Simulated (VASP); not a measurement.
# SiC (F-43m) in VASP: notebook

Runs on SiC. Level: r2SCAN+rVV10. Tasks: relaxation of cell and atoms.

Everything below comes from runs of VASP 6.6.1. Logs are shortened: lines on timing, memory, paths and dates and some standing lists are left out, and cuts for length are marked.

## (1) The structure

It takes space group F-43m (No. 216, cubic). Conventional cell: a = 4.358 Å, b = 4.358 Å, c = 4.358 Å, α = 90.00°, β = 90.00°, γ = 90.00°. Si (site symmetry -43m) has 4 C at 1.89 Å as nearest neighbours. C (site symmetry -43m) has 4 Si at 1.89 Å as nearest neighbours.

## (2) Relaxation of cell and atoms, r2SCAN+rVV10

Contents of INCAR:

```
SYSTEM = SiC
PREC     = Accurate       ! precision mode
ENCUT    = 520            ! plane-wave cutoff, eV
EDIFF    = 1E-7           ! SCF threshold, eV
ISMEAR   = 0              ! smearing method
SIGMA    = 0.02           ! smearing width, eV
LREAL    = .FALSE.        ! projectors in reciprocal space
LASPH    = .TRUE.         ! aspherical terms in the spheres
NELM     = 80             ! most SCF steps
ALGO     = Normal         ! electronic algorithm
ISIF     = 3              ! what is computed and relaxed
LWAVE    = .FALSE.        ! write WAVECAR
LCHARG   = .FALSE.        ! write CHGCAR
METAGGA  = R2SCAN         ! meta-GGA
LMIXTAU  = .TRUE.       
LUSE_VDW = .TRUE.       
IVDW_NL  = 2            
BPARAM   = 11.95        
CPARAM   = 0.0093       
IBRION   = 2              ! ionic algorithm
NSW      = 80             ! ionic steps
EDIFFG   = -0.002         ! ionic threshold
```

Contents of KPOINTS:

```
Automatic mesh
0
G
  12 12 12
  0 0 0
```

Contents of POSCAR:

```
SiC
1.0
    0.0000000000      2.1790000000      2.1790000000
    2.1790000000      0.0000000000      2.1790000000
    2.1790000000      2.1790000000      0.0000000000
Si C
1 1
Direct
    0.0000000000      0.0000000000      0.0000000000
    0.2500000000      0.2500000000      0.2500000000
```

Potentials or basis: VASP PAW PBE potentials, release 64 (Si, C).

The run is started by

```console
> cat potpaw_PBE.64/Si/POTCAR potpaw_PBE.64/C/POTCAR > POTCAR
> mpirun -np 1 vasp_std > vasp.out
```

OUTCAR:

```text
SYSTEM = SiC
   PREC = Accurate
   ENCUT = 520
   EDIFF = 1E-7
   ISMEAR = 0
   LREAL = .FALSE.
   LASPH = .TRUE.
   NELM = 80
   ISIF = 3
   METAGGA = R2SCAN
   IVDW_NL = 2
   BPARAM = 11.95
   IBRION = 2
   NSW = 80
   EDIFFG = -0.002

 ion  position               nearest neighbor table
   1  0.000  0.000  0.000-   2 1.89   2 1.89   2 1.89   2 1.89
   2  0.250  0.250  0.250-   1 1.89   1 1.89   1 1.89   1 1.89

  LATTYP: Found a face centered cubic cell.
 ALAT       =     4.3580000000

  Lattice vectors:

 A1 = (   0.0000000000,   2.1790000000,   2.1790000000)
 A2 = (   2.1790000000,   0.0000000000,   2.1790000000)
 A3 = (   2.1790000000,   2.1790000000,   0.0000000000)

Analysis of symmetry for initial positions (statically):
=====================================================================
 Subroutine PRICEL returns:
 Original cell was already a primitive cell.

 Routine SETGRP: Setting up the symmetry group for a
 face centered cubic supercell.

 Subroutine GETGRP returns: Found 24 space group operations
 (whereof 24 operations were pure point group operations)
 out of a pool of 48 trial point group operations.

The static configuration has the point symmetry T_d .

Analysis of symmetry for dynamics (positions and initial velocities):
=====================================================================
 Subroutine PRICEL returns:
 Original cell was already a primitive cell.

 Routine SETGRP: Setting up the symmetry group for a
 face centered cubic supercell.

 Subroutine GETGRP returns: Found 24 space group operations
 (whereof 24 operations were pure point group operations)
 out of a pool of 48 trial point group operations.

The dynamic configuration has the point symmetry T_d .

 Subroutine INISYM returns: Found 24 space group operations
 (whereof 24 operations are pure point group operations),
 and found     1 'primitive' translations

----------------------------------------------------------------------------------------

                                     Primitive cell

  volume of cell :      20.6920

  direct lattice vectors                    reciprocal lattice vectors
     0.000000000  2.179000000  2.179000000    -0.229463056  0.229463056  0.229463056
     2.179000000  0.000000000  2.179000000     0.229463056 -0.229463056  0.229463056
     2.179000000  2.179000000  0.000000000     0.229463056  0.229463056 -0.229463056

  length of vectors
     3.081571352  3.081571352  3.081571352     0.397441672  0.397441672  0.397441672

  position of ions in fractional coordinates (direct lattice)
     0.000000000  0.000000000  0.000000000
     0.250000000  0.250000000  0.250000000

  ion indices of the primitive-cell ions
   primitive index   ion index
                 1           1
                 2           2

----------------------------------------------------------------------------------------

 KPOINTS: Automatic mesh

Automatic generation of k-mesh.
 Grid dimensions read from file:
 generate k-points for:   12   12   12

 Generating k-lattice:

  Cartesian coordinates                     Fractional coordinates (reciprocal lattice)
    -0.019121921  0.019121921  0.019121921     0.083333333  0.000000000  0.000000000
     0.019121921 -0.019121921  0.019121921     0.000000000  0.083333333  0.000000000
     0.019121921  0.019121921 -0.019121921     0.000000000  0.000000000  0.083333333

  Length of vectors
     0.033120139  0.033120139  0.033120139

  Shift w.r.t. Gamma in fractional coordinates (k-lattice)
     0.000000000  0.000000000  0.000000000

 Subroutine IBZKPT returns following result:
 ===========================================

 Found     72 irreducible k-points:

 Following reciprocal coordinates:
            Coordinates               Weight
  0.000000  0.000000  0.000000      1.000000
  0.083333  0.000000  0.000000      8.000000
  0.166667  0.000000  0.000000      8.000000
  0.250000  0.000000  0.000000      8.000000
  0.333333  0.000000  0.000000      8.000000
  0.416667  0.000000  0.000000      8.000000
[... 16 lines left out ...]
  0.500000  0.166667  0.000000     24.000000
 -0.416667  0.166667  0.000000     24.000000
 [... further k-points ...]
   k-points           NKPTS =     72   k-points in BZ     NKDIM =     72   number of bands    NBANDS=      8
   number of dos      NEDOS =    301   number of ions     NIONS =      2
   total plane-waves  NPLWV =  13824
   dimension x,y,z NGX =    24 NGY =   24 NGZ =   24
   dimension x,y,z NGXF=    48 NGYF=   48 NGZF=   48
   ions per type =               1   1
   NGX,Y,Z   is equivalent  to a cutoff of  12.95, 12.95, 12.95 a.u.
   NGXF,Y,Z  is equivalent  to a cutoff of  25.90, 25.90, 25.90 a.u.
 SYSTEM =  SiC
   PREC   = accura    normal or accurate (medium, high low for compatibility)
   ISTART =      0    job   : 0-new  1-cont  2-samecut
   ICHARG =      2    charge: 1-file 2-atom 10-const
   ISPIN  =      1    spin polarized calculation?
   LNONCOLLINEAR =      F non collinear calculations
   LSORBIT =      F    spin-orbit coupling
   LASPH  =      T    aspherical Exc in radial PAW
   ENCUT  =  520.0 eV  38.22 Ry    6.18 a.u.   5.73  5.73  5.73*2*pi/ulx,y,z
   NELM   =     80;   NELMIN=  2; NELMDL= -5     # of ELM steps
   EDIFF  = 0.1E-06   stopping-criterion for ELM
   LREAL  =      F    real-space projection
   EDIFFG = -.2E-02   stopping-criterion for IOM
   NSW    =     80    number of steps for IOM
   IBRION =      2    ionic relax: 0-MD 1-quasi-New 2-CG
   NFREE  =      1    steps in history (QN), initial steepest desc. (CG)
   ISIF   =      3    stress and relaxation
   ISYM   =      2    0-nonsym 1-usesym 2-fastsym
   POTIM  = 0.5000    time-step for ionic-motion
   TEBEG  =    0.0;   TEEND  =   0.0 temperature during run
   PSTRESS=    0.0 pullay stress
   NELECT =       8.0000    total number of electrons
   NUPDOWN=      -1.0000    fix difference up-down
   EMIN   =  10.00;   EMAX   =-10.00  energy-range for DOS
   EFERMI =   0.00;   METHOD = LEGACY
   ISMEAR =     0;   SIGMA  =   0.02  broadening in eV -4-tet -1-fermi 0-gaus
   EFERMI_NEDOS =   21; number of points for ismear=-14 and -15
   IALGO  =     38    algorithm
   IMIX   =      4    mixing-type and parameters
     AMIX     =   0.40;   BMIX     =  1.00
     AMIX_MAG =   1.60;   BMIX_MAG =  1.00
  volume/ion in A,a.u.               =      10.35        69.82
  Fermi-wavevector in a.u.,A,eV,Ry     =   1.192626  2.253736 19.352338  1.422357
  Thomas-Fermi vector in A             =   2.328660
   LORBIT       =      0    0 simple, 1 ext, 2 COOP (PROOUT), +10 PAW based schemes
   METAGGA = R2SCAN    functional components
   LHFCALC =     F    Hartree Fock is set to
   AEXX    =    0.0000 exact exchange contribution
   IVDW_NL    =     2    kernel type
   BPARAM     =11.9500
   IVDW    =     0    specifies the selected vdW correction
   LEPSILON=     F    determine dielectric tensor
   LRPA    =     F    only Hartree local field effects (RPA)
 conjugate gradient relaxation of ions
 non-spin polarized calculation
 Gauss-broadening in eV      SIGMA  =   0.02
  energy-cutoff  :      520.00
  volume of cell :       20.69
 maximum number of plane-waves:       568
   NGX = 11   NGY = 11   NGZ = 11

--------------------------------------- Ionic step        1  -------------------------------------------

 number of electron       8.0000001 magnetization

 Free energy of the ion-electron system (eV)
  ---------------------------------------------------
  ext. energy  EPLUGINS =         0.00000000
  ---------------------------------------------------
  free energy    TOTEN  =       -19.22167796 eV

  energy without entropy =      -19.22167796  energy(sigma->0) =      -19.22167796

------------------------ aborting loop because EDIFF is reached ----------------------------------------

  FORCE on cell =-STRESS in cart. coord.  units (eV):
  Direction    XX          YY          ZZ          XY          YZ          ZX
  --------------------------------------------------------------------------------------
  -------------------------------------------------------------------------------------
  Total       -0.1329887     -0.1329887     -0.1329887     -0.0000000     -0.0000000      0.0000000
  in kB      -10.2973082    -10.2973082    -10.2973082     -0.0000000     -0.0000000      0.0000000
  external PRESSURE =     -10.2973082 kB  Pullay stress =       0.0000000 kB
[... 57 lines left out ...]
  energy  without entropy=      -19.2216008924  energy(sigma->0) =      -19.22160089

--------------------------------------- Ionic step        3  -------------------------------------------

 number of electron       8.0000001 magnetization

 Free energy of the ion-electron system (eV)
  ---------------------------------------------------
  ext. energy  EPLUGINS =         0.00000000
  ---------------------------------------------------
  free energy    TOTEN  =       -19.22198157 eV

  energy without entropy =      -19.22198157  energy(sigma->0) =      -19.22198157

 E-fermi :   8.1165     XC(G=0): -11.9840

 val. band max:        8.0327535363   @ k =   0.0000   0.0000   0.0000
 cond. band min:       9.7203894915   @ k =   0.5000   0.5000   0.0000
 fundamental gap:      1.6876359552
 Fermi energy:         8.1165441801

 k-point     1 :       0.0000    0.0000    0.0000
  band No.  band energies     occupation
      1      -8.1947      2.00000
      2       8.0328      2.00000
      3       8.0328      2.00000
      4       8.0328      2.00000
      5      14.8996      0.00000
      6      15.9044      0.00000
      7      15.9044      0.00000
      8      15.9044      0.00000
[... 243 lines left out ...]
 k-point    24 :      -0.4167    0.1667    0.0000
  band No.  band energies     occupation
      1      -4.2108      2.00000
      2      -0.2819      2.00000
      3       4.8181      2.00000
      4       6.4437      2.00000
      5      13.6918      0.00000
      6      16.4287      0.00000
      7      17.1862      0.00000
      8      20.1463      0.00000

 [... further k-points ...]

------------------------ aborting loop because EDIFF is reached ----------------------------------------

  FORCE on cell =-STRESS in cart. coord.  units (eV):
  Direction    XX          YY          ZZ          XY          YZ          ZX
  --------------------------------------------------------------------------------------
  -------------------------------------------------------------------------------------
  Total        0.0002175      0.0002175      0.0002175     -0.0000000      0.0000000     -0.0000000
  in kB        0.0169170      0.0169170      0.0169170     -0.0000000      0.0000000     -0.0000000
  external PRESSURE =       0.0169170 kB  Pullay stress =       0.0000000 kB
[... 17 lines left out ...]
  FREE ENERGIE OF THE ION-ELECTRON SYSTEM (eV)
  ---------------------------------------------------
  free  energy   TOTEN  =       -19.2219815705 eV

  energy  without entropy=      -19.2219815705  energy(sigma->0) =      -19.22198157

 reached required accuracy - stopping structural energy minimisation
```

Run time: 5.5 min. Hardware: 1 thread of AMD EPYC 7R43 (Zen 3), shared host; peak memory 0.18 GiB.

Results:

```yaml
Free_energy: -19.2220 eV
Relaxed_volume: 10.30 Å³/atom
Relaxed_cell: a = 3.077 Å, b = 3.077 Å, c = 3.077 Å, α = 60.00°, β = 60.00°, γ = 60.00°
Space_group_after_relaxing_to_0.05_Å: F-43m (No. 216)
Energy_gained_by_relaxing: 0.2 meV/atom
Ionic_steps: 3
Pressure_after_relaxing: 0.0 GPa
Band_gap_on_the_k_mesh: 1.69 eV, indirect (least direct gap 5.04 eV)
```

Step by step:
```tsv
step	energy change (eV)	largest force (eV/Å)	pressure (GPa)	volume (Å³)
1	0.0000	0.0000	-1.03	20.69
2	0.0001	0.0000	1.17	20.49
3	-0.0003	0.0000	0.00	20.60
```

Final structure:
```xyz
2
Lattice="0.0000 2.1757 2.1757 2.1757 0.0000 2.1757 2.1757 2.1757 0.0000" Properties=species:S:1:pos:R:3 pbc="T T T"
Si    0.0000    0.0000    0.0000
C     1.0878    1.0878    1.0878
```

Caveat: the PAW data sets were made with another functional, which shifts forces and pressure a little. r2SCAN opens gaps a little over a GGA but as a rule still falls short of measured ones.

## (3) Relaxation of cell and atoms, r2SCAN+rVV10

This run uses another cell than the first one, of 10.30 Å³/atom, 0.995 times its volume.

INCAR is that of step 2.

KPOINTS is that of step 2.

Contents of POSCAR:

```
SiC                                     
1.0
    0.0000000000      2.1756948543      2.1756948543
    2.1756948543     -0.0000000000      2.1756948543
    2.1756948543      2.1756948543      0.0000000000
  Si              C             
     1     1
Direct
     0.0000000000000000    0.0000000000000000    0.0000000000000000
     0.2500000000000000    0.2500000000000000    0.2500000000000000
```

Potentials or basis: VASP PAW PBE potentials, release 64 (Si, C).

The run is started by

```console
> cat potpaw_PBE.64/Si/POTCAR potpaw_PBE.64/C/POTCAR > POTCAR
> mpirun -np 1 vasp_std > vasp.out
```

OUTCAR:

```text
SYSTEM = SiC
   PREC = Accurate
   ENCUT = 520
   EDIFF = 1E-7
   ISMEAR = 0
   LREAL = .FALSE.
   LASPH = .TRUE.
   NELM = 80
   ISIF = 3
   METAGGA = R2SCAN
   IVDW_NL = 2
   BPARAM = 11.95
   IBRION = 2
   NSW = 80
   EDIFFG = -0.002

 ion  position               nearest neighbor table
   1  0.000  0.000  0.000-   2 1.88   2 1.88   2 1.88   2 1.88
   2  0.250  0.250  0.250-   1 1.88   1 1.88   1 1.88   1 1.88

  LATTYP: Found a face centered cubic cell.
 ALAT       =     4.3513897086
[... 459 lines left out ...]

  FORCE on cell =-STRESS in cart. coord.  units (eV):
  Direction    XX          YY          ZZ          XY          YZ          ZX
  --------------------------------------------------------------------------------------
  -------------------------------------------------------------------------------------
  Total        0.0005538      0.0005538      0.0005538     -0.0000000      0.0000000     -0.0000000
  in kB        0.0430790      0.0430790      0.0430790     -0.0000000      0.0000000     -0.0000000
  external PRESSURE =       0.0430790 kB  Pullay stress =       0.0000000 kB

 VOLUME and BASIS-vectors are now :
 -----------------------------------------------------------------------------
  energy-cutoff  :      520.00
  volume of cell :       20.60
      direct lattice vectors                 reciprocal lattice vectors
     0.000000000  2.175694854  2.175694854    -0.229811639  0.229811639  0.229811639
     2.175694854  0.000000000  2.175694854     0.229811639 -0.229811639  0.229811639
     2.175694854  2.175694854  0.000000000     0.229811639  0.229811639 -0.229811639

 POSITION                                       TOTAL-FORCE (eV/Angst)
 -----------------------------------------------------------------------------------
      0.00000      0.00000      0.00000         0.000000      0.000000      0.000000
      1.08785      1.08785      1.08785        -0.000000     -0.000000     -0.000000
 -----------------------------------------------------------------------------------
    total drift:                               -0.000001     -0.000001     -0.000001

  FREE ENERGIE OF THE ION-ELECTRON SYSTEM (eV)
  ---------------------------------------------------
  free  energy   TOTEN  =       -19.2219476526 eV

  energy  without entropy=      -19.2219476526  energy(sigma->0) =      -19.22194765

 reached required accuracy - stopping structural energy minimisation
```

OSZICAR:

```text
N       E                     dE             d eps       ncg     rms          rms(c)
DAV:   1    -0.960530721590E+00   -0.96053E+00   -0.43531E+03  1208   0.873E+02
[... 14 lines left out ...]
DAV:  16    -0.192219570973E+02    0.57385E-05   -0.31117E-07  1376   0.577E-03    0.353E-03
DAV:  17    -0.192219519104E+02    0.51869E-05   -0.11042E-06  1192   0.738E-03    0.345E-03
DAV:  18    -0.192219471781E+02    0.47322E-05   -0.59031E-08   632   0.319E-03    0.780E-04
DAV:  19    -0.192219479488E+02   -0.77064E-06   -0.10429E-08   616   0.107E-03    0.356E-04
DAV:  20    -0.192219474361E+02    0.51268E-06   -0.30005E-09   624   0.577E-04    0.186E-04
DAV:  21    -0.192219477172E+02   -0.28110E-06   -0.14102E-09   584   0.482E-04    0.311E-05
DAV:  22    -0.192219476526E+02    0.64573E-07   -0.29237E-10   600   0.170E-04
   1 F= -.19221948E+02 E0= -.19221948E+02  d E =-.192219E+02
```

Run time: 2.4 min. Hardware: 1 thread of AMD EPYC 7R43 (Zen 3), shared host; peak memory 0.18 GiB.

Results:

| Quantity | Value |
| --- | --- |
| Free energy | -19.2219 eV |
| Pressure after relaxing | 0.0 GPa |
| Band gap on the k mesh | 1.69 eV, indirect (least direct gap 5.04 eV) |

Final structure:
```yaml
crystal:
  lattice:
    - [0.00000, 2.17569, 2.17569]
    - [2.17569, 0.00000, 2.17569]
    - [2.17569, 2.17569, 0.00000]
  atoms:
    - { symbol: Si, position: [0.00000, 0.00000, 0.00000] }
    - { symbol: C, position: [0.25000, 0.25000, 0.25000] }
```

Caveat: the relaxation stopped at its first step, so nothing moved; the PAW data sets were made with another functional, which shifts forces and pressure a little.
